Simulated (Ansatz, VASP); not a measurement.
**Tl: VASP beside Ansatz**

```
Tl
1.0
     3.40309    0.00000    0.00000
    -1.70155    2.94716    0.00000
     0.00000    0.00000    3.28672
Tl
1
Direct
  0.00000 0.00000 0.50000
```

Alike in both runs: task relaxation of cell and atoms; functional PBE; k mesh 18 × 18 × 16; occupations gaussian, width 0.1 eV; no spin polarisation.

|  | VASP | Ansatz |
| --- | --- | --- |
| version | VASP 6.6.1 | Ansatz 0.2.0 |
| potentials or method | VASP PAW PBE potentials, release 64 (Tl_d) | scalar-relativistic, plane waves, PAW |
| plane-wave cutoff (eV) | 600 | 420 |
| valence electrons in the cell | 13 | 13 |

Ansatz gave:

* gap on the k mesh at the Fermi level, each at its own relaxed structure (eV): none
* relaxed volume (Å³/atom): 32.98
* relaxed cell length with the largest relative difference (Å): 3.280

Task: Which values does VASP return?

Result: gap on the k mesh at the Fermi level, each at its own relaxed structure (eV): none; relaxed volume (Å³/atom): 32.98; relaxed cell length with the largest relative difference (Å): 3.284.

A gap of «none» marks a metal or a gap that the smearing closes.

The runs have no spin-orbit coupling, so splittings on Tl are missing.
